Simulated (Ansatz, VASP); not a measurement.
**Two plane-wave programs on Bi**

```
CELL_PARAMETERS angstrom
4.53900 0.00000 0.00000
-2.26950 3.93089 0.00000
0.00000 0.00000 11.82900
ATOMIC_POSITIONS crystal
Bi 0.34325 0.66667 0.25000
Bi 0.66667 0.33333 0.75000
```

Change from the starting cell: one atom moved.

Alike in both runs: task single point; functional PBEsol; k mesh 9 × 9 × 4; occupations gaussian, width 0.1 eV; no spin polarisation.

|  | VASP | Ansatz |
| --- | --- | --- |
| version | VASP 6.6.1 | Ansatz 0.2.0 |
| potentials or method | VASP PAW PBE potentials, release 64 (Bi_d) | scalar-relativistic, plane waves, PAW |
| plane-wave cutoff (eV) | 520 | 420 |
| valence electrons in the cell | 30 | 30 |

|  | VASP | Ansatz | Ansatz less VASP |
| --- | --- | --- | --- |
| gap on the k mesh at the Fermi level (eV) | none | none | - |
| pressure (GPa) | -3.6 | -3.5 | +0.02 |
| largest component of the traceless stress (GPa) | 3.15 | 3.15 | -0.001 |

A gap of «none» marks a metal or a gap that the smearing closes. The functional is the same, so the differences come from potentials, cutoffs and numerics.

Caveats: the PAW data sets were made with another functional, which shifts forces and pressure a little (VASP); spin-orbit coupling is left out, which moves the levels of the heavy elements.
